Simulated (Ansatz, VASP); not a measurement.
# One calculation of CuO, two programs

```
Cu O
1.0
     2.55255    0.00000    0.00000
     0.00000    2.55255    0.00000
     0.00000    0.00000    2.55255
Cu O
1 1
Cartesian
  0.0000 0.0000 0.0000
  1.2763 1.2763 1.2763
```

Measurements of this composition are mostly on another form, of space group No. 15.

Alike in both runs: task single point; functional PBE; k mesh 7 × 7 × 7; occupations gaussian, width 0.05 eV; collinear spin; Hubbard terms Cu d U = 6.0 eV.

|  | VASP | Ansatz |
| --- | --- | --- |
| version | VASP 6.6.1 | Ansatz 0.2.0 |
| potentials or method | VASP PAW PBE potentials, release 64 (Cu, O) | Ansatz PAW |
| plane-wave cutoff (eV) | 520 | 420 |
| valence electrons in the cell | 17 | 25 |

VASP gave:

| Property | Result |
| --- | --- |
| gap on the k mesh at the Fermi level (eV) | none |
| net moment per atom (μB) | 0.50 |
| size of the moment on the site where the two differ most (μB) | 0.59 |

Which values does Ansatz return?

gap on the k mesh at the Fermi level (eV): none; net moment per atom (μB): 0.50; size of the moment on the site where the two differ most (μB): 0.68.

Site moments also hang on the region over which each program counts them. The programs project onto different local orbitals, so the same U acts differently. A gap of «none» marks a metal or a gap that the smearing closes. The two sets of potentials don't hold the same shells in valence.

Caveats: a cell with one magnetic atom can't hold antiferromagnetic order, which such compounds often take; the magnetic or orbital state may not be the lowest (Ansatz). The state reached can hang on the start; a lower one may exist.
